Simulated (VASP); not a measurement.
Set up this calculation in VASP 6.6.1, as the native input.

```yaml
Task: single point
Functional: HSE06
Potentials_or_basis: VASP PAW PBE potentials, release 64 (Cd, S)
Cutoff: 520 eV
k_mesh: 6 × 6 × 6
Occupations: gaussian, width 0.02 eV
Spin: spin-orbit coupling, no magnetisation
Ladder: free
Grid_for_exact_exchange_PRECFOCK: Fast
Screening_parameter: 0.2 1/A
Further_INCAR_settings: ALGO = Normal; EDIFF = 1e-07; NBANDS = 30
```

The system is CdS (Hawleyite).

```xyz
2
Lattice="0.0000 2.9165 2.9165 2.9165 0.0000 2.9165 2.9165 2.9165 0.0000" Properties=species:S:1:pos:R:3 pbc="T T T"
Cd    0.0000    0.0000    0.0000
S     4.3748    4.3748    4.3748
```

The input as run:

POSCAR

```
CdS
1.0
    0.0000000000      2.9165000000      2.9165000000
    2.9165000000      0.0000000000      2.9165000000
    2.9165000000      2.9165000000      0.0000000000
Cd S
1 1
Direct
    0.0000000000      0.0000000000      0.0000000000
    0.7500000000      0.7500000000      0.7500000000
```

INCAR.step1

```
SYSTEM = CdS
PREC = Accurate
ENCUT = 520
EDIFF = 1E-5
ISMEAR = 0
SIGMA = 0.02
LREAL = .FALSE.
LASPH = .TRUE.
NELM = 100
ALGO = Normal
ISIF = 2
LWAVE = .TRUE.
LCHARG = .FALSE.
LNONCOLLINEAR = .TRUE.
MAGMOM = 0 0 0 0 0 0
LORBIT = 11
LSORBIT = .TRUE.
GGA_COMPAT = .FALSE.
NBANDS = 30
GGA = PE
KPAR = 4
```

INCAR.step2

```
SYSTEM = CdS
PREC = Accurate
ENCUT = 520
EDIFF = 1E-7
ISMEAR = 0
SIGMA = 0.02
LREAL = .FALSE.
LASPH = .TRUE.
NELM = 100
ALGO = Normal
ISIF = 2
LWAVE = .FALSE.
LCHARG = .FALSE.
LNONCOLLINEAR = .TRUE.
MAGMOM = 0 0 0 0 0 0
LORBIT = 11
LSORBIT = .TRUE.
GGA_COMPAT = .FALSE.
GGA = PE
LHFCALC = .TRUE.
HFSCREEN = 0.2
PRECFOCK = Fast
NBANDS = 30
ISTART = 1
KPAR = 4
```

KPOINTS

```
Automatic mesh
0
G
  6 6 6
  0 0 0
```

Potentials or basis: VASP PAW PBE potentials, release 64 (Cd, S).

Launch:

```sh
$ cat potpaw_PBE.64/Cd/POTCAR potpaw_PBE.64/S/POTCAR > POTCAR
$ cp INCAR.step1 INCAR
$ mpirun -np 4 vasp_ncl > vasp.out
$ cp INCAR.step2 INCAR
$ mpirun -np 4 vasp_ncl > vasp.out
```

It gave:

```
Pressure                                              : 2.0 GPa
Valence electrons inside the program's atomic spheres : Cd 10.33; S 3.75
```

Caveat: the PAW data sets were made with another functional, which shifts forces and pressure a little.

It took 40 min on 4 MPI ranks on Intel(R) Xeon(R) Platinum 8488C (Sapphire Rapids), with other jobs on the host, peak memory 0.45 GiB a rank.
